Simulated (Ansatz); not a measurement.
BP:

```
P B
1.0
     0.00000    2.26900    2.26900
     2.26900    0.00000    2.26900
     2.26900    2.26900    0.00000
P B
1 1
Direct
  0.25000 0.25000 0.25000
  0.00000 0.00000 0.00000
```

| Quantity | Value |
| --- | --- |
| Program | Ansatz 0.2.0 |
| Task | relaxation of cell and atoms |
| Functional | LDA |
| Dispersion | D3(BJ)+ATM |
| Potentials or basis | Ansatz PAW |
| Cutoff | 420 eV |
| Density cutoff | 3360 eV |
| k mesh | 10 × 10 × 10 |
| Occupations | cold, width 0.05 eV |
| Spin | no spin polarisation |

At the start: volume 11.68 Å³/atom.

Question: How do energy, volume and symmetry change on relaxing?

Answer: Over 7 steps the energy falls by 18.6 meV/atom and the volume is 11.06 Å³/atom (-5.3 %); space group F-43m (No. 216, to 0.05 Å).

The path:
| step | energy change (eV) | largest force (eV/Å) | volume (Å³) |
| --- | --- | --- | --- |
| 1 | 0.0000 | 0.0000 | 23.36 |
| 2 | -0.0304 | 0.0000 | 22.66 |
| 3 | -0.0382 | 0.0000 | 22.08 |
| 4 | -0.0382 | 0.0000 | 22.12 |
| 5 | -0.0371 | 0.0000 | 22.12 |
| 6 | -0.0372 | 0.0000 | 22.11 |
| 7 | -0.0371 | 0.0000 | 22.11 |

Final structure:
```yaml
crystal:
  lattice:
    - [0.00000, 2.22781, 2.22781]
    - [2.22781, 0.00000, 2.22781]
    - [2.22781, 2.22781, 0.00000]
  atoms:
    - { symbol: P, position: [0.25000, 0.25000, 0.25000] }
    - { symbol: B, position: [0.00000, 0.00000, 0.00000] }
```

Caveat: the dispersion damping was fitted for another functional or another form of the correction.
